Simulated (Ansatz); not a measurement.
Crystal: AgO.

```xyz
2
Lattice="0.0000 2.4080 2.4080 2.4080 0.0000 2.4080 2.4080 2.4080 0.0000" Properties=species:S:1:pos:R:3 pbc="T T T"
Ag    0.0000    0.0000    0.0000
O     3.6120    3.6120    3.6120
```

* Program: Ansatz 0.2.0
* Task: relaxation of cell and atoms
* Functional: r2SCAN
* Potentials or basis: Ansatz PAW
* Cutoff: 500 eV (not typed: the program's choice for these potentials)
* k mesh: 10 × 10 × 10
* Occupations: fermi-dirac, width 0.05 eV
* Spin: no spin polarisation

At the start: volume 13.96 Å³/atom.

Q: How do energy, volume and symmetry change on relaxing?

A: It ends after 5 steps and the volume is 15.48 Å³/atom (+10.9 %); space group F-43m (No. 216, to 0.05 Å).

The path:
| step | energy change (eV) | largest force (eV/Å) | volume (Å³) |
| --- | --- | --- | --- |
| 1 | 0.0000 | 0.0000 | 27.93 |
| 2 | -0.1140 | 0.0000 | 30.22 |
| 3 | -0.1198 | 0.0000 | 30.83 |
| 4 | -0.1199 | 0.0000 | 30.96 |
| 5 | -0.1219 | 0.0000 | 30.96 |

Final structure:
```xyz
2
Lattice="0.0000 2.4924 2.4924 2.4924 0.0000 2.4924 2.4924 2.4924 0.0000" Properties=species:S:1:pos:R:3 pbc="T T T"
Ag    0.0000    0.0000    0.0000
O     3.7385    3.7385    3.7385
```

Caveat: the plane-wave basis is chosen anew once the cell has moved, so the energies of steps on either side of that aren't comparable; an odd number of electrons without spin polarisation forces a metal; a magnetic or distorted state may lie lower; the PAW data sets come from PBE, with cores solved anew for the run's functional, which leaves a small shift of forces and pressure.
